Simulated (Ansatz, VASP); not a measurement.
## Na: VASP beside Ansatz

Contents of run.py:

```python
from ase.calculators.vasp import Vasp
from ase.io import read

atoms = read('Na.cif')
calc = Vasp(
    directory='calc',
    xc='pbesol',
    pp='PBE',
    setups='recommended',
    prec='Accurate',
    encut=600,
    ediff=1e-07,
    ismear=1,
    sigma=0.1,
    lreal=False,
    lasph=True,
    nelm=80,
    algo='Normal',
    isif=3,
    lwave=False,
    lcharg=False,
    ivdw=13,
    ibrion=2,
    nsw=60,
    ediffg=-0.01,
    kpts=[9, 9, 9],
    gamma=True,
)
atoms.calc = calc

print('energy (eV):', atoms.get_potential_energy())
print('free energy (eV):', atoms.get_potential_energy(force_consistent=True))
print('forces (eV/A):')
print(atoms.get_forces())
print('stress (eV/A^3, Voigt):', atoms.get_stress())
print('Fermi level (eV):', calc.get_fermi_level())
print('cell (A, degrees):', atoms.cell.cellpar())
print('volume (A^3):', atoms.get_volume())
print('scaled positions:')
print(atoms.get_scaled_positions())
```

File Na.cif:

```cif
data_Na
_cell_length_a 3.70832078
_cell_length_b 3.70832078
_cell_length_c 3.70832078
_cell_angle_alpha 109.47122063
_cell_angle_beta 109.47122063
_cell_angle_gamma 109.47122063
_space_group_name_H-M_alt 'P1'
_space_group_name_Hall 'P 1'
_space_group_IT_number 1
loop_
_space_group_symop_operation_xyz
'x,y,z'
loop_
_atom_site_label
_atom_site_type_symbol
_atom_site_symmetry_multiplicity
_atom_site_Wyckoff_symbol
_atom_site_fract_x
_atom_site_fract_y
_atom_site_fract_z
_atom_site_occupancy
Na1 Na 1 a 0.0000000000 0.0000000000 0.0000000000 1
```

input.yaml

```yaml
crystal:
  lattice:
    - [3.70832078, 0.0, 0.0]
    - [-1.2361069264, 3.4962383606, 0.0]
    - [-1.2361069264, -1.7481191797, 3.0278312383]
  atoms:
    - { symbol: Na, position: [0.0, 0.0, 0.0] }
hamiltonian:
  xc: pbesol
  pseudopotentials: { kind: paw }
  dispersion: d4
kpoints:
  mp_grid: { grid: [9, 9, 9] }
scf:
  occupations: { method: methfessel_paxton, width: 0.1 }
output:
  forces: true
  stress: true
relax:
  f_tol: 0.01
  max_steps: 40
  cell: { stress_tol: 0.05 }
```

Alike in both runs: task relaxation of cell and atoms; functional PBEsol; dispersion D4; k mesh 9 × 9 × 9; occupations methfessel-paxton of order 1, width 0.1 eV; no spin polarisation.

|  | VASP | Ansatz |
| --- | --- | --- |
| version | VASP 6.6.1 | Ansatz 0.2.0 |
| potentials or method | VASP PAW PBE potentials, release 64 (Na_pv) | Ansatz PAW |
| plane-wave cutoff (eV) | 600 | 420 |
| valence electrons in the cell | 7 | 9 |

Ansatz gave:

| Item | Value |
| --- | --- |
| relaxed volume (Å³/atom) | 36.06 |
| relaxed cell length with the largest relative difference (Å) | 3.605 |
| energy change over the relaxation (meV/atom) | -6 |

Estimate VASP's values.

relaxed volume (Å³/atom): 36.06; relaxed cell length with the largest relative difference (Å): 3.605; energy change over the relaxation (meV/atom): -7.

The two sets of potentials don't hold the same shells in valence.

Caveats: the PAW data sets were made with another functional, which shifts forces and pressure a little (VASP); pairwise dispersion overbinds metals, which lowers pressure and volume (VASP); the plane-wave basis is chosen anew once the cell has moved, so the energies of steps on either side of that aren't comparable (Ansatz); the PAW data sets come from PBE, with cores solved anew for the run's functional, which leaves a small shift of forces and pressure (Ansatz).
